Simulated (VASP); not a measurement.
# BiTe (R-3m) in VASP: notebook, part 2 of 2

VASP 6.6.1. The steps go on from the part before.

## (4) Wannier functions by SCDM, PBE

POSCAR

```
BiTe
1.0
    2.4227077728      1.3987509848      3.3172919545
   -2.4227077728      1.3987509848      3.3172919545
    0.0000000000     -2.7975019696      3.3172919545
Bi Te
1 1
Direct
    0.5000000000      0.5000000000      0.5000000000
    0.0000000000      0.0000000000      0.0000000000
```

INCAR.step1

```
SYSTEM = BiTe
PREC = Accurate ; ENCUT = 520
EDIFF = 1E-6 ; ISMEAR = 0
SIGMA = 0.02 ; LREAL = .False.
LASPH = .True. ; NELM = 80
ALGO = Normal ; ISIF = 2
LWAVE = .True. ; LCHARG = .True.
GGA = PE
```

INCAR.step2

```
SYSTEM = BiTe
PREC = Accurate ; ENCUT = 520
EDIFF = 1E-6 ; ISMEAR = 0
SIGMA = 0.02 ; LREAL = .False.
LASPH = .True. ; NELM = 80
ALGO = Normal ; ISIF = 2
LWAVE = .False. ; LCHARG = .False.
GGA = PE ; ISTART = 1
ICHARG = 11 ; ISYM = -1
NUM_WANN = 10 ; LSCDM = .True.
```

KPOINTS

```
regular mesh
0
Gamma
  4 4 4
  0 0 0
```

KPOINTS_OPT

```
path GLB1,BZGX,QFP1Z,LP
12
line-mode
reciprocal
 0.0000000000  0.0000000000  0.0000000000  G
 0.5000000000  0.0000000000  0.0000000000  L

 0.5000000000  0.0000000000  0.0000000000  L
 0.5000000000  0.2851949954 -0.2851949954  B1

 0.7148050046  0.5000000000  0.2851949954  B
 0.5000000000  0.5000000000  0.5000000000  Z

 0.5000000000  0.5000000000  0.5000000000  Z
 0.0000000000  0.0000000000  0.0000000000  G

 0.0000000000  0.0000000000  0.0000000000  G
 0.3925974977  0.0000000000 -0.3925974977  X

 0.6074025023  0.3925974977  0.0000000000  Q
 0.5000000000  0.5000000000  0.0000000000  F

 0.5000000000  0.5000000000  0.0000000000  F
 0.6074025023  0.6074025023  0.2851949954  P1

 0.6074025023  0.6074025023  0.2851949954  P1
 0.5000000000  0.5000000000  0.5000000000  Z

 0.5000000000  0.0000000000  0.0000000000  L
 0.7148050046  0.3925974977  0.3925974977  P
```

KPOINTS_WAN

```
path GLB1,BZGX,QFP1Z,LP
12
line-mode
reciprocal
 0.0000000000  0.0000000000  0.0000000000  G
 0.5000000000  0.0000000000  0.0000000000  L

 0.5000000000  0.0000000000  0.0000000000  L
 0.5000000000  0.2851949954 -0.2851949954  B1

 0.7148050046  0.5000000000  0.2851949954  B
 0.5000000000  0.5000000000  0.5000000000  Z

 0.5000000000  0.5000000000  0.5000000000  Z
 0.0000000000  0.0000000000  0.0000000000  G

 0.0000000000  0.0000000000  0.0000000000  G
 0.3925974977  0.0000000000 -0.3925974977  X

 0.6074025023  0.3925974977  0.0000000000  Q
 0.5000000000  0.5000000000  0.0000000000  F

 0.5000000000  0.5000000000  0.0000000000  F
 0.6074025023  0.6074025023  0.2851949954  P1

 0.6074025023  0.6074025023  0.2851949954  P1
 0.5000000000  0.5000000000  0.5000000000  Z

 0.5000000000  0.0000000000  0.0000000000  L
 0.7148050046  0.3925974977  0.3925974977  P
```

Potentials or basis: VASP PAW PBE potentials, release 64 (Bi_d, Te).

The run is started by

```console
cat potpaw_PBE.64/Bi_d/POTCAR potpaw_PBE.64/Te/POTCAR > POTCAR
cp INCAR.step1 INCAR
mpirun -np 1 vasp_std > vasp.out
cp INCAR.step2 INCAR
mpirun -np 1 vasp_std > vasp.out
```

OUTCAR:

```text
SYSTEM = BiTe
   PREC = Accurate
   ENCUT = 520
   EDIFF = 1E-6
   ISMEAR = 0
   LREAL = .False.
   LASPH = .True.
   NELM = 80
   ISIF = 2
   GGA = PE
   ISTART = 1
   ICHARG = 11
   ISYM = -1

 ion  position               nearest neighbor table
   1  0.500  0.500  0.500-   2 3.25   2 3.25   2 3.25   2 3.25   2 3.25   2 3.25
   2  0.000  0.000  0.000-   1 3.25   1 3.25   1 3.25   1 3.25   1 3.25   1 3.25

IMPORTANT INFORMATION: All symmetrisations will be switched off!
NOSYMM: (Re-)initialisation of all symmetry stuff for point group C_1.

[... 553 lines left out ...]
     12       8.5934      0.00000
     13       9.8158      0.00000
     14      11.8650      0.00000

 [... further k-points ...]
[... 5 lines left out ...]
  --------------------------------------------------------------------------------------
  -------------------------------------------------------------------------------------
  Total       -0.0855999     -0.0855919      0.0483007     -0.0000040      0.0000026      0.0000068
  in kB       -2.0333288     -2.0331377      1.1473290     -0.0000948      0.0000620      0.0001610
  external PRESSURE =      -0.9730458 kB  Pullay stress =       0.0000000 kB

 VOLUME and BASIS-vectors are now :
 -----------------------------------------------------------------------------
  energy-cutoff  :      520.00
  volume of cell :       67.45
      direct lattice vectors                 reciprocal lattice vectors
     2.422707773  1.398750985  3.317291954     0.206380648  0.119153923  0.100483568
    -2.422707773  1.398750985  3.317291954    -0.206380648  0.119153923  0.100483568
     0.000000000 -2.797501970  3.317291954     0.000000000 -0.238307845  0.100483568

 POSITION                                       TOTAL-FORCE (eV/Angst)
 -----------------------------------------------------------------------------------
      0.00000      0.00000      4.97594        -0.000000     -0.000000      0.000000
      0.00000      0.00000      0.00000         0.000000      0.000000     -0.000000
 -----------------------------------------------------------------------------------
    total drift:                                0.000000     -0.000000      0.000000

  FREE ENERGIE OF THE ION-ELECTRON SYSTEM (eV)
  ---------------------------------------------------
  free  energy   TOTEN  =        -7.2127797914 eV

  energy  without entropy=       -7.2117218868  energy(sigma->0) =       -7.21225084
```

OSZICAR.step1:

```text
N       E                     dE             d eps       ncg     rms          rms(c)
DAV:   1     0.147726939394E+03    0.14773E+03   -0.10079E+04   364   0.144E+03
DAV:   2     0.337805220931E+01   -0.14435E+03   -0.14284E+03   382   0.349E+02
DAV:   3    -0.695875456364E+01   -0.10337E+02   -0.10064E+02   454   0.101E+02
DAV:   4    -0.724181707998E+01   -0.28306E+00   -0.28277E+00   444   0.180E+01
DAV:   5    -0.724929244756E+01   -0.74754E-02   -0.74729E-02   500   0.268E+00    0.599E+00
DAV:   6    -0.720789768519E+01    0.41395E-01   -0.19123E-01   498   0.285E+00    0.321E+00
DAV:   7    -0.721209772649E+01   -0.42000E-02   -0.27982E-02   436   0.109E+00    0.838E-01
DAV:   8    -0.721264843483E+01   -0.55071E-03   -0.27521E-03   418   0.493E-01    0.103E-01
DAV:   9    -0.721275605964E+01   -0.10762E-03   -0.27883E-04   436   0.139E-01    0.294E-02
DAV:  10    -0.721276954877E+01   -0.13489E-04   -0.19416E-05   504   0.324E-02    0.204E-02
DAV:  11    -0.721277359599E+01   -0.40472E-05   -0.72376E-06   406   0.222E-02    0.279E-03
DAV:  12    -0.721277343211E+01    0.16387E-06   -0.28773E-07   272   0.533E-03
   1 F= -.72127734E+01 E0= -.72122445E+01  d E =-.105790E-02
```

Run time: 49 s. Hardware: 1 thread of Intel Xeon Platinum 8488C (Sapphire Rapids), shared host; peak memory 0.23 GiB.

Results:

```yaml
Band_gap_along_the_path: none (metal or under the smearing width)
```

Levels at the corners of the path, in eV from the Fermi level:
```tsv
point	band 8	band 9	band 10	band 11	band 12	band 13
Γ	-3.02	-3.02	-1.71	1.78	2.41	2.41
L	-1.97	-1.92	-1.14	-1.05	-0.70	0.22
L	-1.97	-1.92	-1.14	-1.05	-0.70	0.22
B1	-4.97	-4.97	-1.87	-0.70	3.10	3.48
B	-4.97	-4.97	-1.87	-0.70	3.10	3.48
Z	-2.46	-2.46	-2.33	-1.66	-1.36	-1.36
Z	-2.46	-2.46	-2.33	-1.66	-1.36	-1.36
Γ	-3.02	-3.02	-1.71	1.78	2.41	2.41
Γ	-3.02	-3.02	-1.71	1.78	2.41	2.41
X	-5.45	-3.83	-3.08	1.95	2.30	3.13
Q	-5.45	-3.83	-3.08	1.95	2.30	3.13
F	-5.70	-4.59	-3.40	2.32	2.96	3.49
F	-5.70	-4.59	-3.40	2.32	2.96	3.49
P1	-5.17	-3.87	-3.41	0.84	1.20	3.34
P1	-5.17	-3.87	-3.41	0.84	1.20	3.34
Z	-2.46	-2.46	-2.33	-1.66	-1.36	-1.36
L	-1.97	-1.92	-1.14	-1.05	-0.70	0.22
P	-5.17	-3.87	-3.41	0.84	1.20	3.34
```

Caveat: the k mesh is coarse (spacing up to 0.41 Å⁻¹), so the values aren't converged; spin-orbit coupling is left out, which moves the levels of the heavy elements.

## (5) Optical spectrum, LDA

INCAR

```
  PREC = Accurate
  ENCUT = 520
  EDIFF = 1E-7
  ISMEAR = 0
  SIGMA = 0.02
  LREAL = F
  LASPH = T
  NELM = 100
  ALGO = Normal
  ISIF = 2
  LWAVE = F
  LCHARG = F
  GGA = CA
  LOPTICS = T
  NBANDS = 34
  NEDOS = 2000
  CSHIFT = 0.1
```

KPOINTS

```
Automatic mesh
0
Gamma
  7 7 7
```

POSCAR is that of step 4.

Potentials or basis: VASP PAW LDA potentials, release 64 (Bi_d, Te).

The run is started by

```console
cat potpaw_LDA.64/Bi_d/POTCAR potpaw_LDA.64/Te/POTCAR > POTCAR
mpirun -np 1 vasp_std > vasp.out
```

OUTCAR:

```text
PREC = Accurate
   ENCUT = 520
   EDIFF = 1E-7
   ISMEAR = 0
   LREAL = F
   LASPH = T
   NELM = 100
   ISIF = 2
   GGA = CA

 ion  position               nearest neighbor table
   1  0.500  0.500  0.500-   2 3.25   2 3.25   2 3.25   2 3.25   2 3.25   2 3.25
   2  0.000  0.000  0.000-   1 3.25   1 3.25   1 3.25   1 3.25   1 3.25   1 3.25

  LATTYP: Found a trigonal (rhomboedric) cell.
 ALAT       =     4.3394058558
 COS(alpha) =     0.3765932224

  Lattice vectors:

 A1 = (   2.4227077728,   1.3987509848,   3.3172919545)
 A2 = (  -2.4227077728,   1.3987509848,   3.3172919545)
 A3 = (   0.0000000000,  -2.7975019696,   3.3172919545)
[... 829 lines left out ...]
     0.55885   214.95865   214.95865    11.46632     0.00000     0.00000    -0.00000
     1.11770    28.59341    28.59341    22.88780    -0.00000     0.00000    -0.00000
     1.67655    29.83214    29.83214    32.30613     0.00000     0.00000    -0.00000
     2.23540     6.89195     6.89195     6.78521    -0.00000    -0.00000     0.00000
     2.79425     5.03439     5.03439     3.78330    -0.00000    -0.00000    -0.00000
[... 92 lines left out ...]
    54.76738     0.00071     0.00071     0.00064     0.00000     0.00000     0.00000
    55.32623     0.00067     0.00067     0.00060     0.00000     0.00000     0.00000

  frequency dependent      REAL DIELECTRIC FUNCTION (independent particle, no local field effects) density-density
     E(ev)        X           Y           Z          XY          YZ          ZX
  --------------------------------------------------------------------------------------------------------------
     0.00000  2635.90951  2635.90951    71.02997     0.00000     0.00000    -0.00000
     0.55885  -272.71743  -272.71743     5.66617    -0.00000     0.00000    -0.00000
     1.11770   -54.52919   -54.52919    43.34798    -0.00000     0.00000    -0.00000
     1.67655   -32.94058   -32.94058   -10.04824    -0.00000    -0.00000     0.00000
     2.23540   -23.40442   -23.40442    -5.34723    -0.00000    -0.00000     0.00000
     2.79425   -16.63967   -16.63967    -5.85280    -0.00000     0.00000     0.00000
[... 92 lines left out ...]
    54.76738     0.86652     0.86652     0.88439    -0.00000    -0.00000     0.00000
    55.32623     0.87038     0.87038     0.88786    -0.00000    -0.00000     0.00000

  frequency dependent IMAGINARY DIELECTRIC FUNCTION (independent particle, no local field effects) current-current
     E(ev)      X         Y         Z        XY        YZ        ZX
  --------------------------------------------------------------------------------------------------------------
     0.00000 12828.99827 12828.99827   473.35362    -0.00000    -0.00000    -0.00000
     0.55885   109.60875   109.60875    12.72752     0.00000     0.00000    -0.00000
     1.11770    18.46651    18.46651    30.37744     0.00000     0.00000     0.00000
     1.67655    25.68780    25.68780    30.86271    -0.00000     0.00000     0.00000
     2.23540     4.69490     4.69490     6.20563    -0.00000    -0.00000     0.00000
     2.79425     3.76289     3.76289     3.28465    -0.00000    -0.00000     0.00000
[... 92 lines left out ...]
    54.76738     0.00022     0.00022     0.00022    -0.00000    -0.00000    -0.00000
    55.32623     0.00020     0.00020     0.00020    -0.00000    -0.00000    -0.00000

  frequency dependent      REAL DIELECTRIC FUNCTION (independent particle, no local field effects) current-current
     E(ev)        X           Y           Z          XY          YZ          ZX
  --------------------------------------------------------------------------------------------------------------
     0.00000  -653.20653  -653.20653    48.00217     0.00000    -0.00000    -0.00000
     0.55885  -255.30761  -255.30761     3.71354     0.00000     0.00000     0.00000
     1.11770   -37.81418   -37.81418    39.49969     0.00000     0.00000     0.00000
     1.67655   -26.92233   -26.92233   -13.64283     0.00000    -0.00000    -0.00000
     2.23540   -18.63807   -18.63807    -5.79997     0.00000    -0.00000     0.00000
     2.79425   -13.56541   -13.56541    -6.02327     0.00000     0.00000    -0.00000
[... 92 lines left out ...]
    54.76738     0.87540     0.87540     0.88461     0.00000    -0.00000     0.00000
    55.32623     0.87908     0.87908     0.88808     0.00000    -0.00000     0.00000
```

Run time: 1.8 min. Hardware: 1 thread of Intel Xeon Platinum 8259CL at 2.50GHz (Skylake/Cascade Lake), shared host; peak memory 0.29 GiB.

What came out:

* Free energy: -8.4748 eV
* Pressure: -3.3 GPa
* Band gap on the k mesh: none (metal or under the smearing width)

Levels at points of the mesh, in eV from the Fermi level:
```
           k point  band 6  band 7  band 8  band 9  band 10  band 11  band 12  band 13  band 14  band 15
(0.00, 0.00, 0.00)  -13.53   -8.35   -2.93   -2.93    -1.62     1.81     2.42     2.42     4.05     4.05
```

Dielectric function (mean over the directions given):
```
energy (eV)  real part  imaginary part
       0.67    -145.50           80.27
       1.26     -20.75           50.31
       1.93     -31.18           15.02
       2.60     -13.67            8.55
       3.27      -6.59            2.67
       3.94      -3.97            2.42
       4.61      -1.58            1.39
       5.28       1.14            1.47
       5.95       2.05            5.95
       6.62      -1.37            4.69
       7.29      -3.21            4.60
       7.96      -2.43            2.15
       8.63      -1.70            2.12
       9.30      -1.62            1.26
       9.98      -1.02            1.20
      10.56      -0.81            1.11
      11.23      -0.55            1.02
      11.90      -0.17            1.08
      12.57      -0.23            0.98
      13.24      -0.26            0.70
      13.92      -0.22            0.77
      14.59      -0.21            0.66
      15.26      -0.18            0.50
      15.93      -0.11            0.27
      16.60       0.09            0.23
      17.27       0.14            0.20
      17.94       0.25            0.17
      18.61       0.31            0.14
      19.28       0.39            0.12
      19.95       0.45            0.12
```

Caveat: spectra need much finer meshes, so this one isn't converged; independent-particle spectra lack excitons; the intraband (Drude) part of a metal's response may be missing; spin-orbit coupling is left out, which moves the levels of the heavy elements.

## (6) Density of states, LDA

POSCAR is that of step 5.

INCAR.step1

```
PREC = Accurate
ENCUT = 520
EDIFF = 1E-7
ISMEAR = 0
SIGMA = 0.02
LREAL = F
LASPH = T
NELM = 80
ALGO = Normal
ISIF = 2
LWAVE = F
LCHARG = T
NBANDS = 18
```

KPOINTS.step1

```
Automatic mesh
0
Gamma
  7 7 7
```

INCAR.step2

```
PREC = Accurate
ENCUT = 520
EDIFF = 1E-7
ISMEAR = -5
SIGMA = 0.02
LREAL = F
LASPH = T
NELM = 80
ALGO = Normal
ISIF = 2
LWAVE = F
LCHARG = F
LORBIT = 11
NBANDS = 18
NEDOS = 1001
ICHARG = 11
```

KPOINTS.step2

```
Automatic mesh
0
Gamma
  11 11 11
```

Potentials or basis: VASP PAW LDA potentials, release 64 (Bi_d, Te).

The run is started by

```console
cat potpaw_LDA.64/Bi_d/POTCAR potpaw_LDA.64/Te/POTCAR > POTCAR
cp INCAR.step1 INCAR
cp KPOINTS.step1 KPOINTS
mpirun -np 1 vasp_std > vasp.out
cp INCAR.step2 INCAR
cp KPOINTS.step2 KPOINTS
mpirun -np 1 vasp_std > vasp.out
```

Wall time 2.6 min (1 thread of Intel Xeon Platinum 8259CL at 2.50GHz (Skylake/Cascade Lake), shared host); peak memory 0.28 GiB.

The run converged. Its results:

- Valence electrons inside the program's atomic spheres: Bi 12.69; Te 3.33

Levels at points of the mesh, in eV from the Fermi level:
```tsv
k point	band 8	band 9	band 10	band 11	band 12	band 13
(0.00, 0.00, 0.00)	-2.93	-2.93	-1.62	1.82	2.43	2.43
```

States per cell in windows of 0.5 eV (zero at the Fermi level; states under -8 eV left out):
```csv
from (eV),total,Te2_p,Bi1_p,Te2_d,Bi1_d,Bi1_s,Te2_s
-8.0,0.00,0.00,0.00,0.00,0.00,0.00,0.00
-7.5,0.00,0.00,0.00,0.00,0.00,0.00,0.00
-7.0,0.00,0.00,0.00,0.00,0.00,0.00,0.00
-6.5,0.00,0.00,0.00,0.00,0.00,0.00,0.00
-6.0,0.01,0.00,0.00,0.00,0.00,0.00,0.00
-5.5,0.23,0.05,0.04,0.00,0.00,0.00,0.00
-5.0,0.45,0.10,0.07,0.00,0.00,0.00,0.00
-4.5,0.86,0.21,0.14,0.00,0.00,0.01,0.01
-4.0,0.79,0.20,0.13,0.00,0.00,0.01,0.01
-3.5,0.88,0.24,0.14,0.00,0.01,0.01,0.01
-3.0,0.89,0.27,0.12,0.00,0.01,0.02,0.01
-2.5,1.00,0.34,0.10,0.00,0.01,0.03,0.01
-2.0,0.72,0.28,0.05,0.00,0.01,0.03,0.00
-1.5,0.20,0.07,0.02,0.00,0.00,0.01,0.00
-1.0,0.31,0.02,0.11,0.01,0.00,0.00,0.01
-0.5,0.66,0.06,0.24,0.01,0.00,0.01,0.02
0.0,0.73,0.09,0.26,0.01,0.00,0.01,0.02
0.5,0.64,0.10,0.21,0.01,0.00,0.01,0.01
1.0,0.57,0.11,0.18,0.01,0.00,0.01,0.01
1.5,0.65,0.14,0.20,0.01,0.01,0.01,0.01
2.0,0.81,0.18,0.24,0.01,0.01,0.01,0.01
2.5,0.85,0.20,0.23,0.02,0.01,0.00,0.01
3.0,0.66,0.15,0.17,0.02,0.01,0.00,0.00
3.5,0.55,0.08,0.11,0.02,0.02,0.00,0.00
4.0,0.54,0.04,0.06,0.03,0.03,0.00,0.00
4.5,0.44,0.01,0.03,0.03,0.03,0.00,0.00
5.0,0.46,0.01,0.03,0.04,0.03,0.00,0.00
5.5,0.42,0.01,0.02,0.04,0.02,0.00,0.00
6.0,0.48,0.01,0.03,0.05,0.02,0.00,0.00
6.5,0.70,0.02,0.04,0.08,0.03,0.01,0.01
7.0,0.76,0.02,0.03,0.09,0.04,0.01,0.01
7.5,0.86,0.03,0.04,0.11,0.05,0.01,0.01
```

Caveat: spin-orbit coupling is left out, which moves the levels of the heavy elements; tetrahedron occupations give inexact forces and stress in metals.
